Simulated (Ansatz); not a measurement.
Here is an Ansatz 0.2.0 calculation.

File input.yaml:

```yaml
crystal:
  lattice:
    - [2.81940321, 0.0, 0.0]
    - [0.0, 2.81940321, 0.0]
    - [0.0, 0.0, 2.81940321]
  atoms:
    - { symbol: Co, position: [0.5, 0.5, 0.5], spin: 0.5 }
    - { symbol: Al, position: [0.0, 0.0, 0.0] }
hamiltonian:
  xc: pbe
  pseudopotentials: { kind: paw }
magnetization:
  spin_polarized: true
  initial_magnetization: 0.5
  spin_locking: { lock_magnetization: hard }
kpoints:
  mp_grid: { grid: [8, 8, 8] }
scf:
  occupations: { method: fermi_dirac, width: 0.05 }
  lower_state_search: "off"
output:
  forces: true
  stress: true
  eigenvalues: true
```

Potentials or basis: Ansatz PAW.

Run with:

```bash
$ ansatz run input.yaml --threads 2 --pin off --max-ram 5632MiB --backend cpu --events-out ev --progress --plain --runs-dir out
```

(1) Predict the pressure.

Results:

(1) 9.0 GPa.

Caveat: the total moment is fixed, so each spin has its own Fermi level; the thresholds are loose for stress.
